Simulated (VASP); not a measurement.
Wanted: the native input for a VASP 6.6.1 run.

| Item | Value |
| --- | --- |
| Task | density of states |
| Functional | PBE |
| Potentials or basis | VASP PAW PBE potentials, release 64 (Cu, O) |
| Cutoff | 520 eV |
| k mesh | 6 × 6 × 6 |
| Occupations | gaussian, width 0.03 eV |
| Spin | no spin polarisation |
| k mesh for the DOS | 9 × 9 × 9 |
| Occupations for the DOS | tetrahedron |
| Further INCAR settings | ALGO = Fast; EDIFF = 1e-06; NBANDS = 37 |

The system is Cu2O (Cuprite).

```
Cu O
1.0
     4.23113    0.00000    0.00000
     0.00000    4.23113    0.00000
     0.00000    0.00000    4.23113
Cu O
4 2
Direct
  0.25000 0.25000 0.25000
  0.25000 0.75000 0.75000
  0.75000 0.75000 0.25000
  0.75000 0.25000 0.75000
  0.00000 0.00000 0.00000
  0.50000 0.50000 0.50000
```

These files were run (other wordings do the same):

POSCAR

```
Cu2O                                    
1.0
    4.2311326673      0.0000000000      0.0000000000
    0.0000000000      4.2311326673      0.0000000000
    0.0000000000      0.0000000000      4.2311326673
  Cu              O             
     4     2
Direct
     0.2500000000000000    0.2500000000000000    0.2500000000000000
     0.2500000000000000    0.7500000000000000    0.7500000000000000
     0.7500000000000000    0.7500000000000000    0.2500000000000000
     0.7500000000000000    0.2500000000000000    0.7500000000000000
     0.0000000000000000    0.0000000000000000    0.0000000000000000
     0.5000000000000000    0.5000000000000000    0.5000000000000000
```

INCAR.step1

```
  ALGO = Fast
  EDIFF = 1E-6
  ENCUT = 520
  GGA = PE
  ISIF = 2
  ISMEAR = 0
  KPAR = 2
  LASPH = T
  LCHARG = T
  LMAXMIX = 4
  LREAL = F
  LWAVE = F
  NBANDS = 37
  NELM = 80
  PREC = Accurate
  SIGMA = 0.03
```

KPOINTS.step1

```
k-points
0
Gamma
  6 6 6
```

INCAR.step2

```
  ALGO = Fast
  EDIFF = 1E-6
  ENCUT = 520
  GGA = PE
  ICHARG = 11
  ISIF = 2
  ISMEAR = -5
  KPAR = 2
  LASPH = T
  LCHARG = F
  LMAXMIX = 4
  LORBIT = 10
  LREAL = F
  LWAVE = F
  NBANDS = 37
  NEDOS = 1001
  NELM = 80
  PREC = Accurate
  SIGMA = 0.03
```

KPOINTS.step2

```
k-points
0
Gamma
  9 9 9
```

Potentials or basis: VASP PAW PBE potentials, release 64 (Cu, O).

Run with:

```sh
$ cat potpaw_PBE.64/Cu/POTCAR potpaw_PBE.64/O/POTCAR > POTCAR
$ cp INCAR.step1 INCAR
$ cp KPOINTS.step1 KPOINTS
$ mpirun -np 2 vasp_std > vasp.out
$ cp INCAR.step2 INCAR
$ cp KPOINTS.step2 KPOINTS
$ mpirun -np 2 vasp_std > vasp.out
```

Results of the run:

* Valence electrons inside the program's atomic spheres: Cu 10.00; O 5.04

It took 28 s on 2 MPI ranks on Intel(R) Xeon(R) 6975P-C (Granite Rapids), on a shared host, peak memory 0.19 GiB a rank.
